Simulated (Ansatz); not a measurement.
**Ansatz (a first-principles code) run on BeO (P6_3mc, 4 atoms in the cell): self-consistent single point**

Method: PBE (plane waves, PAW; Ansatz).

Input as run:

Ansatz 0.2 input:
```yaml
# BeO
crystal:
  lattice:
    - [1.345950, -2.331254, 0.000000]
    - [1.345950, 2.331254, 0.000000]
    - [0.000000, 0.000000, 4.366860]
  atoms:
    - { symbol: Be, position: [0.666667, 0.333333, 0.500000] }
    - { symbol: Be, position: [0.333333, 0.666667, 0.000000] }
    - { symbol: O, position: [0.666667, 0.333333, 0.878000] }
    - { symbol: O, position: [0.333333, 0.666667, 0.378000] }
basis:
  ecutwfc: 420.0 eV
kpoints:
  mp_grid: { grid: [10, 10, 6] }
hamiltonian:
  xc: pbe
  pseudopotentials: { kind: paw }
scf:
  occupations: { method: fermi_dirac, width: 0.05 eV }
output:
  forces: true
  eigenvalues: true
  stress: true
```

Output (repeated stretches shortened):

```
WARN the atoms were moved onto the symmetric positions of the space group found under crystal.symmetry.tolerance 1.0e-5 (fractional …
WARN ansatz: RAYON_NUM_THREADS=1 ignored (pool sized by the plan → 1); use --threads N
Pseudopotentials: kind: paw
Pseudopotential: Be, paw, valence charge 2
Pseudopotential: O, paw, valence charge 6
Crystal: 4 atoms, lattice volume = 27.404 Å³
Basis set: ecut = 420 eV, 549 PW (Γ), exchange–correlation on 36×36×60 points (8 copies of the dense FFT grid, shifted against one another)
Bands: 12, of which v1, the nominal top of the filled ones, is band 8 counted from 1 (7 counted from 0)
Symmetry: 12 space group operations
Space group: P63mc (ITA 186), of the structure as read, at distance tolerance 3.0e-5 Å
k-points: 56 of 600 (time reversal used)
Initial density: superposition of atomic densities (neutral atoms: chi_scale 0, normalization atom), corrected by the library's trained network
Initial wavefunctions: pseudopotential atomic-orbital guess
Eigensolver: davidson
Functional: x = pbe(κ = 0.804, μ = 0.2195149727645171), c = pbe(β = 0.06672455060314922)
SCF iter   1: F=—  HF=-1326.397749 eV  |F-HF|=—  |Δ(HF+E_count)|=         —  Δρ=6.90e-4  dr2=1.34e-5  ethr=1.77e-3  ⟨swp⟩=6.1  Hψ=4186  notcnv=0
all-band conjugate gradients solve this SCF's bands
preconditioner: auto → none
SCF iter   2: F=—  HF=-1326.398134 eV  |F-HF|=—  |Δ(HF+E_count)|=   3.86e-4  Δρ=3.93e-4  dr2=1.08e-5  ethr=8.37e-8  ⟨swp⟩=2.8  Hψ=1700  notcnv=0
SCF iter   3: F=—  HF=-1326.398286 eV  |F-HF|=—  |Δ(HF+E_count)|=   1.51e-4  Δρ=4.94e-4  dr2=4.57e-5  ethr=6.78e-8  ⟨swp⟩=2.0  Hψ=1120  notcnv=0
SCF iter   4: F=—  HF=-1326.398272 eV  |F-HF|=—  |Δ(HF+E_count)|=   1.40e-5  Δρ=1.02e-4  dr2=1.97e-6  ethr=6.78e-8  ⟨swp⟩=2.0  Hψ=1096  notcnv=0
iter 5 did not close the SCF: its close was put off for the readings that it lacked (scf_convergence_deferred on its scf_iter line)
SCF iter   5: F=-1326.398271 eV  HF=-1326.398271 eV  |F-HF|=7.06e-9  |Δ(HF+E_count)|=   5.64e-7  Δρ=1.22e-5  dr2=2.48e-8  ethr=1.23e-8  ⟨swp⟩=2.1  Hψ=997  notcnv=0
SCF iter   6: F=-1326.398271 eV  HF=-1326.398271 eV  |F-HF|=5.23e-11  |Δ(HF+E_count)|=   4.89e-9  Δρ=4.42e-7  dr2=2.29e-11  ethr=1.55e-10  ⟨swp⟩=2.0  Hψ=2267  notcnv=0
SCF 1 converged in 6 iterations: F = -1326.398271 eV  dr2 = 2.29e-11
SCF converged after 6 iterations
Free energy (F): -1326.398271 eV
Harris-Foulkes:  -1326.398271 eV  (|F-HF|=5.23e-11)
Internal energy: -1326.398271 eV  (E = F + TS)
E sigma→0 (E₀):  -1326.398271 eV
Fermi energy:    9.905987 eV
--- Per-component energies (eV) ---
  E_band       = -4.971675
  E_kinetic    = 400.197873
  E_local      = -675.500740  (includes V_loc(G=0)·N_el)
  E_nonlocal   = 105.638780
  E_hartree    = 236.765465
  E_xc         = -189.028639
  E_vxc        = -232.514053  (∫ρ·V_xc dr)
  E_paw        = -437.080468  (= ΣΔE_a)
  E_vpaw       = -76.329529  (= ΣTr[D̂ρ^β])
  E_aug_tail   = 0.005128  (compensation charges beyond the density's cutoff)
  E_ewald      = -767.395671
  E_smearing   = -0.000000  (= −TS)
  E_closure    = -0.000000  (closes the sum)
  Σ components = -1326.398271   (vs F -1326.398271, Δ=0.00e0)
--- Forces (eV/Å), atoms counted from 1 ---
  atom   1  Be     0.00000000     0.00000000     0.00727968
  atom   2  Be    -0.00000000    -0.00000000     0.00727968
  atom   3  O      0.00000000    -0.00000000    -0.00726401
  atom   4  O      0.00000000     0.00000000    -0.00726401
  max |Σ_I F_I| component: 3.13e-5 eV/Å
--- Stress (GPa, compression-positive) ---
        4.954710       0.000000       0.000000
        0.000000       4.954710       0.000000
        0.000000       0.000000       5.389804
  P = ⅓ Tr σ = 5.0997 GPa (50.997 kbar)
  The stress holds the Pulay correction. Without it, at fixed plane waves, as pw.x and ABINIT print it: P = 4.2026 GPa
--- Band table (eV; the first three rows and the last of 56) ---
  k-point 0: bands = ["-12.7257", "-10.8901", "-0.2762", "4.9939", "4.9939", "5.9797", "5.9797", "6.0276", "13.7161", "17.7169", "20.3595", "20.3595"]
  k-point 1: bands = ["-12.6294", "-11.0524", "0.1100", "5.0564", "5.0564", "5.4946", "5.9100", "5.9100", "14.0870", "17.4892", "20.4251", "20.4251"]
  k-point 2: bands = ["-12.3524", "-11.4556", "1.1594", "4.1932", "5.2293", "5.2293", "5.7216", "5.7216", "14.9576", "16.8619", "20.6555", "20.6555"]
  k-point 55: bands = ["-10.5653", "-10.5653", "1.2485", "1.2485", "2.0067", "2.0067", "4.7194", "4.7194", "17.2692", "17.2692", "18.6442", "18.6442"]
```

The run converged in 6 iterations.

The starting cell has typed, rounded lattice constants, without a prior relaxation at this level. Its lattice was rescaled by up to half a per cent. With a pressure of about 5 GPa the cell is away from its equilibrium volume at this level. Ansatz's pressure includes its estimate of the finite-basis (Pulay) stress. Without the estimate this run gives 4.20 GPa.
